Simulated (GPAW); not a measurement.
The system is Fe.

```
CELL_PARAMETERS angstrom
-1.44300 1.44300 1.44300
1.44300 -1.44300 1.44300
1.44300 1.44300 -1.44300
ATOMIC_POSITIONS crystal
Fe 0.00000 0.00000 0.00000
```

Base run:

```yaml
Program: GPAW 26.7.0
Functional: PBEsol
Potentials_or_basis: PAW data sets generated in the run's folder for this functional
Cutoff: 600 eV
Basis: pw
k_mesh: 13 × 13 × 13
Occupations: fermi-dirac, width 0.05 eV
Spin: collinear spin, ferromagnetic start
Starting_moments: "[3.0] μB"
```

Its results: pressure -16.0 GPa; net moment 2.26 μB per cell; site moments Fe +2.29 μB.

The run is repeated on the same cell with these changes: hubbard terms from none to Fe d U = 3 eV. What comes out?

Pressure 6.4 GPa; net moment 2.92 μB per cell; site moments Fe +3.06 μB.

Caveats: the U is typed as a test and isn't derived for this compound (some runs).

Not every run made on this cell is shown here.
